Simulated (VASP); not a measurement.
# W (Im-3m) in VASP: notebook

One crystal, W, is run at these levels: LDA; tasks: relaxation of cell and atoms.

Program: VASP 6.6.1. These are calculated values, not measurements. Logs are shortened: lines on timing, memory, paths and dates and some standing lists are left out, and cuts for length are marked.

## Step 1: Starting point

Symmetry: Im-3m, No. 229, cubic system. The conventional cell has a = 3.165 Å, b = 3.165 Å, c = 3.165 Å, α = 90.00°, β = 90.00°, γ = 90.00°. W (site symmetry m-3m) is surrounded by 8 W at 2.74 Å.

## Step 2: Relaxation of cell and atoms, LDA

INCAR reads:

```
SYSTEM = W
PREC = Accurate
ENCUT = 520
EDIFF = 1E-7
ISMEAR = 0
SIGMA = 0.1
LREAL = .False.
LASPH = .True.
NELM = 80
ALGO = Normal
ISIF = 3
LWAVE = .False.
LCHARG = .False.
IBRION = 2
NSW = 80
EDIFFG = -0.002
```

KPOINTS reads:

```
Automatic mesh
0
Gamma
  18 18 18
  0 0 0
```

POSCAR reads:

```
W
1.0
   -1.5824000000      1.5824000000      1.5824000000
    1.5824000000     -1.5824000000      1.5824000000
    1.5824000000      1.5824000000     -1.5824000000
W
1
Direct
    0.0000000000      0.0000000000      0.0000000000
```

Potentials or basis: VASP PAW LDA potentials, release 64 (W_sv).

On the command line:

```console
$ cat potpaw_LDA.64/W_sv/POTCAR > POTCAR
$ mpirun -np 1 vasp_std > vasp.out
```

OUTCAR:

```text
SYSTEM = W
   PREC = Accurate
   ENCUT = 520
   EDIFF = 1E-7
   ISMEAR = 0
   LREAL = .False.
   LASPH = .True.
   NELM = 80
   ISIF = 3
   IBRION = 2
   NSW = 80
   EDIFFG = -0.002

 ion  position               nearest neighbor table
   1  0.000  0.000  0.000-

  LATTYP: Found a body centered cubic cell.
 ALAT       =     3.1648000000

  Lattice vectors:

 A1 = (  -1.5824000000,   1.5824000000,   1.5824000000)
 A2 = (   1.5824000000,  -1.5824000000,   1.5824000000)
 A3 = (   1.5824000000,   1.5824000000,  -1.5824000000)

Analysis of symmetry for initial positions (statically):
=====================================================================
 Subroutine PRICEL returns:
 Original cell was already a primitive cell.

 Routine SETGRP: Setting up the symmetry group for a
 body centered cubic supercell.

 Subroutine GETGRP returns: Found 48 space group operations
 (whereof 48 operations were pure point group operations)
 out of a pool of 48 trial point group operations.

The static configuration has the point symmetry O_h .

Analysis of symmetry for dynamics (positions and initial velocities):
=====================================================================
 Subroutine PRICEL returns:
 Original cell was already a primitive cell.

 Routine SETGRP: Setting up the symmetry group for a
 body centered cubic supercell.

 Subroutine GETGRP returns: Found 48 space group operations
 (whereof 48 operations were pure point group operations)
 out of a pool of 48 trial point group operations.

The dynamic configuration has the point symmetry O_h .

 Subroutine INISYM returns: Found 48 space group operations
 (whereof 48 operations are pure point group operations),
 and found     1 'primitive' translations

----------------------------------------------------------------------------------------

                                     Primitive cell

  volume of cell :      15.8493

  direct lattice vectors                    reciprocal lattice vectors
    -1.582400000  1.582400000  1.582400000     0.000000000  0.315975733  0.315975733
     1.582400000 -1.582400000  1.582400000     0.315975733  0.000000000  0.315975733
     1.582400000  1.582400000 -1.582400000     0.315975733  0.315975733  0.000000000

  length of vectors
     2.740797198  2.740797198  2.740797198     0.446857167  0.446857167  0.446857167

  position of ions in fractional coordinates (direct lattice)
     0.000000000  0.000000000  0.000000000

  ion indices of the primitive-cell ions
   primitive index   ion index
                 1           1

----------------------------------------------------------------------------------------

 KPOINTS: Automatic mesh

Automatic generation of k-mesh.
 Grid dimensions read from file:
 generate k-points for:   18   18   18

 Generating k-lattice:

  Cartesian coordinates                     Fractional coordinates (reciprocal lattice)
     0.000000000  0.017554207  0.017554207     0.055555556  0.000000000  0.000000000
     0.017554207  0.000000000  0.017554207     0.000000000  0.055555556  0.000000000
     0.017554207  0.017554207  0.000000000     0.000000000  0.000000000  0.055555556

  Length of vectors
     0.024825398  0.024825398  0.024825398

  Shift w.r.t. Gamma in fractional coordinates (k-lattice)
     0.000000000  0.000000000  0.000000000

 Subroutine IBZKPT returns following result:
 ===========================================

 Found    195 irreducible k-points:

 Following reciprocal coordinates:
            Coordinates               Weight
  0.000000  0.000000  0.000000      1.000000
  0.055556  0.000000  0.000000     12.000000
  0.111111  0.000000  0.000000     12.000000
  0.166667  0.000000  0.000000     12.000000
  0.222222  0.000000  0.000000     12.000000
  0.277778  0.000000  0.000000     12.000000
[... 16 lines left out ...]
  0.333333  0.111111 -0.000000     48.000000
  0.388889  0.111111  0.000000     48.000000
 [... further k-points ...]
   k-points           NKPTS =    195   k-points in BZ     NKDIM =    195   number of bands    NBANDS=     11
   number of dos      NEDOS =    301   number of ions     NIONS =      1
   total plane-waves  NPLWV =   8000
   dimension x,y,z NGX =    20 NGY =   20 NGZ =   20
   dimension x,y,z NGXF=    40 NGYF=   40 NGZF=   40
   ions per type =               1
   NGX,Y,Z   is equivalent  to a cutoff of  12.13, 12.13, 12.13 a.u.
   NGXF,Y,Z  is equivalent  to a cutoff of  24.26, 24.26, 24.26 a.u.
 SYSTEM =  W
   PREC   = accura    normal or accurate (medium, high low for compatibility)
   ISTART =      0    job   : 0-new  1-cont  2-samecut
   ICHARG =      2    charge: 1-file 2-atom 10-const
   ISPIN  =      1    spin polarized calculation?
   LNONCOLLINEAR =      F non collinear calculations
   LSORBIT =      F    spin-orbit coupling
   LASPH  =      T    aspherical Exc in radial PAW
   ENCUT  =  520.0 eV  38.22 Ry    6.18 a.u.   5.10  5.10  5.10*2*pi/ulx,y,z
   NELM   =     80;   NELMIN=  2; NELMDL= -5     # of ELM steps
   EDIFF  = 0.1E-06   stopping-criterion for ELM
   LREAL  =      F    real-space projection
   EDIFFG = -.2E-02   stopping-criterion for IOM
   NSW    =     80    number of steps for IOM
   IBRION =      2    ionic relax: 0-MD 1-quasi-New 2-CG
   NFREE  =      1    steps in history (QN), initial steepest desc. (CG)
   ISIF   =      3    stress and relaxation
   ISYM   =      2    0-nonsym 1-usesym 2-fastsym
   POTIM  = 0.5000    time-step for ionic-motion
   TEBEG  =    0.0;   TEEND  =   0.0 temperature during run
   PSTRESS=    0.0 pullay stress
   NELECT =      14.0000    total number of electrons
   NUPDOWN=      -1.0000    fix difference up-down
   EMIN   =  10.00;   EMAX   =-10.00  energy-range for DOS
   EFERMI =   0.00;   METHOD = LEGACY
   ISMEAR =     0;   SIGMA  =   0.10  broadening in eV -4-tet -1-fermi 0-gaus
   EFERMI_NEDOS =   21; number of points for ismear=-14 and -15
   IALGO  =     38    algorithm
   IMIX   =      4    mixing-type and parameters
     AMIX     =   0.40;   BMIX     =  1.00
     AMIX_MAG =   1.60;   BMIX_MAG =  1.00
  volume/ion in A,a.u.               =      15.85       106.96
  Fermi-wavevector in a.u.,A,eV,Ry     =   1.570777  2.968338 33.570210  2.467341
  Thomas-Fermi vector in A             =   2.672460
   LORBIT       =      0    0 simple, 1 ext, 2 COOP (PROOUT), +10 PAW based schemes
   GGA     = CA    functional components
   LHFCALC =     F    Hartree Fock is set to
   AEXX    =    0.0000 exact exchange contribution
   IVDW    =     0    specifies the selected vdW correction
   LEPSILON=     F    determine dielectric tensor
   LRPA    =     F    only Hartree local field effects (RPA)
 conjugate gradient relaxation of ions
 non-spin polarized calculation
 Gauss-broadening in eV      SIGMA  =   0.10
  energy-cutoff  :      520.00
  volume of cell :       15.85
 maximum number of plane-waves:       440
   NGX = 11   NGY = 11   NGZ = 11

--------------------------------------- Ionic step        1  -------------------------------------------

 number of electron      14.0000003 magnetization

 Free energy of the ion-electron system (eV)
  ---------------------------------------------------
  ext. energy  EPLUGINS =         0.00000000
  ---------------------------------------------------
  free energy    TOTEN  =       -14.09390774 eV

  energy without entropy =      -14.09035837  energy(sigma->0) =      -14.09213305

------------------------ aborting loop because EDIFF is reached ----------------------------------------

  FORCE on cell =-STRESS in cart. coord.  units (eV):
  Direction    XX          YY          ZZ          XY          YZ          ZX
  --------------------------------------------------------------------------------------
  -------------------------------------------------------------------------------------
  Total       -0.6943092     -0.6943092     -0.6943092     -0.0000000     -0.0000000      0.0000000
  in kB      -70.1866810    -70.1866810    -70.1866810     -0.0000000     -0.0000000      0.0000000
  external PRESSURE =     -70.1866810 kB  Pullay stress =       0.0000000 kB
[... 195 lines left out ...]
  energy  without entropy=      -14.0977952672  energy(sigma->0) =      -14.09964239

--------------------------------------- Ionic step        7  -------------------------------------------

 number of electron      14.0000005 magnetization

 Free energy of the ion-electron system (eV)
  ---------------------------------------------------
  ext. energy  EPLUGINS =         0.00000000
  ---------------------------------------------------
  free energy    TOTEN  =       -14.10150400 eV

  energy without entropy =      -14.09780183  energy(sigma->0) =      -14.09965292

 E-fermi :  11.6267     XC(G=0): -13.9533

 val. band max:       11.6040443203   @ k =  -0.4444   0.4444   0.2778
 cond. band min:      11.6281155087   @ k =  -0.2778   0.3333   0.2222
 fundamental gap:      0.0240711884
 Fermi energy:        11.6267281456

 k-point     1 :       0.0000    0.0000    0.0000
  band No.  band energies     occupation
      1     -62.0820      2.00000
      2     -25.8551      2.00000
      3     -25.8551      2.00000
      4     -25.8551      2.00000
      5       1.9768      2.00000
      6      10.3411      2.00000
      7      10.3411      2.00000
      8      10.3411      2.00000
      9      13.8788      0.00000
     10      13.8788      0.00000
     11      26.2651      0.00000
[... 309 lines left out ...]
 k-point    24 :       0.3889    0.1111    0.0000
  band No.  band energies     occupation
      1     -61.9293      2.00000
      2     -27.1761      2.00000
      3     -26.3499      2.00000
      4     -25.9264      2.00000
      5       5.6995      2.00000
      6       8.1129      2.00000
      7      11.1777      2.00000
      8      13.6745      0.00000
      9      15.0457      0.00000
     10      18.2721      0.00000
     11      22.8907      0.00000

 [... further k-points ...]

------------------------ aborting loop because EDIFF is reached ----------------------------------------

  FORCE on cell =-STRESS in cart. coord.  units (eV):
  Direction    XX          YY          ZZ          XY          YZ          ZX
  --------------------------------------------------------------------------------------
  -------------------------------------------------------------------------------------
  Total       -0.0000340     -0.0000340     -0.0000340      0.0000000      0.0000000     -0.0000000
  in kB       -0.0035140     -0.0035140     -0.0035140      0.0000000      0.0000000     -0.0000000
  external PRESSURE =      -0.0035140 kB  Pullay stress =       0.0000000 kB
[... 16 lines left out ...]
  FREE ENERGIE OF THE ION-ELECTRON SYSTEM (eV)
  ---------------------------------------------------
  free  energy   TOTEN  =       -14.1015040036 eV

  energy  without entropy=      -14.0978018279  energy(sigma->0) =      -14.09965292

 reached required accuracy - stopping structural energy minimisation
```

Wall time 53 s (1 thread of Intel Xeon 6975P-C (Granite Rapids), shared host); peak memory 0.15 GiB.

Results:

```yaml
Free_energy: -14.1015 eV
Relaxed_volume: 15.51 Å³/atom
Relaxed_cell: a = 2.721 Å, b = 2.721 Å, c = 2.721 Å, α = 109.47°, β = 109.47°, γ = 109.47°
Space_group_after_relaxing_to_0.05_Å: Im-3m (No. 229)
Energy_gained_by_relaxing: 7.6 meV/atom
Ionic_steps: 7
Pressure_after_relaxing: 0.0 GPa
Band_gap_on_the_k_mesh: none (metal or under the smearing width)
```

The path:
| step | energy change (eV) | largest force (eV/Å) | pressure (GPa) | volume (Å³) |
| --- | --- | --- | --- | --- |
| 1 | 0.0000 | 0.0000 | -7.02 | 15.85 |
| 2 | 0.1035 | 0.0000 | 31.77 | 14.31 |
| 3 | -0.0076 | 0.0000 | -0.26 | 15.52 |
| 4 | -0.0076 | 0.0000 | -0.05 | 15.51 |
| 5 | -0.0076 | 0.0000 | 0.11 | 15.50 |
| 6 | -0.0076 | 0.0000 | -0.31 | 15.52 |
| 7 | -0.0076 | 0.0000 | 0.00 | 15.51 |

Final structure:
```yaml
crystal:
  lattice:
    - [-1.57096, 1.57096, 1.57096]
    - [1.57096, -1.57096, 1.57096]
    - [1.57096, 1.57096, -1.57096]
  atoms:
    - { symbol: W, position: [0.00000, 0.00000, 0.00000] }
```

Spin-orbit coupling is left out, which matters for the levels of W. LDA usually gives volumes a few per cent too small.

## Step 3: Relaxation of cell and atoms, LDA

This run uses another cell than the first one, of 15.51 Å³/atom, 0.978 times its volume.

INCAR is that of step 2.

KPOINTS is that of step 2.

POSCAR reads:

```
W                                       
1.0
   -1.5709604378      1.5709604378      1.5709604378
    1.5709604378     -1.5709604378      1.5709604378
    1.5709604378      1.5709604378     -1.5709604378
  W             
     1
Direct
     0.0000000000000000    0.0000000000000000    0.0000000000000000
```

Potentials or basis: VASP PAW LDA potentials, release 64 (W_sv).

On the command line:

```console
$ cat potpaw_LDA.64/W_sv/POTCAR > POTCAR
$ mpirun -np 1 vasp_std > vasp.out
```

OUTCAR:

```text
SYSTEM = W
   PREC = Accurate
   ENCUT = 520
   EDIFF = 1E-7
   ISMEAR = 0
   LREAL = .False.
   LASPH = .True.
   NELM = 80
   ISIF = 3
   IBRION = 2
   NSW = 80
   EDIFFG = -0.002

 ion  position               nearest neighbor table
   1  0.000  0.000  0.000-

  LATTYP: Found a body centered cubic cell.
 ALAT       =     3.1419208756

  Lattice vectors:

 A1 = (  -1.5709604378,   1.5709604378,   1.5709604378)
 A2 = (   1.5709604378,  -1.5709604378,   1.5709604378)
[... 519 lines left out ...]
 [... further k-points ...]

------------------------ aborting loop because EDIFF is reached ----------------------------------------

  FORCE on cell =-STRESS in cart. coord.  units (eV):
  Direction    XX          YY          ZZ          XY          YZ          ZX
  --------------------------------------------------------------------------------------
  -------------------------------------------------------------------------------------
  Total       -0.0009241     -0.0009241     -0.0009241     -0.0000000      0.0000000      0.0000000
  in kB       -0.0954690     -0.0954690     -0.0954690     -0.0000000      0.0000000      0.0000000
  external PRESSURE =      -0.0954690 kB  Pullay stress =       0.0000000 kB

 VOLUME and BASIS-vectors are now :
 -----------------------------------------------------------------------------
  energy-cutoff  :      520.00
  volume of cell :       15.51
      direct lattice vectors                 reciprocal lattice vectors
    -1.570960438  1.570960438  1.570960438     0.000000000  0.318276634  0.318276634
     1.570960438 -1.570960438  1.570960438     0.318276634  0.000000000  0.318276634
     1.570960438  1.570960438 -1.570960438     0.318276634  0.318276634  0.000000000

 POSITION                                       TOTAL-FORCE (eV/Angst)
 -----------------------------------------------------------------------------------
      0.00000      0.00000      0.00000         0.000000      0.000000     -0.000000
 -----------------------------------------------------------------------------------
    total drift:                                0.000000     -0.000000      0.000000

  FREE ENERGIE OF THE ION-ELECTRON SYSTEM (eV)
  ---------------------------------------------------
  free  energy   TOTEN  =       -14.1012962314 eV

  energy  without entropy=      -14.0975938922  energy(sigma->0) =      -14.09944506

 reached required accuracy - stopping structural energy minimisation
```

CONTCAR:

```text
W
   1.00000000000000
    -1.5709604377999999    1.5709604377999999    1.5709604377999999
     1.5709604377999999   -1.5709604377999999    1.5709604377999999
     1.5709604377999999    1.5709604377999999   -1.5709604377999999
  W
     1
Direct
     0.0000000000000000    0.0000000000000000    0.0000000000000000

  0.00000000E+00  0.00000000E+00  0.00000000E+00
```

It took 15 s on 1 thread of Intel Xeon 6975P-C (Granite Rapids), shared host; peak memory 0.14 GiB.

Results:

```yaml
Free_energy: -14.1013 eV
Pressure_after_relaxing: 0.0 GPa
Band_gap_on_the_k_mesh: none (metal or under the smearing width)
```

Final structure:
```
W
1.0
    -1.57096    1.57096    1.57096
     1.57096   -1.57096    1.57096
     1.57096    1.57096   -1.57096
W
1
Direct
  0.00000 0.00000 0.00000
```

Caveat: the relaxation stopped at its first step, so nothing moved.
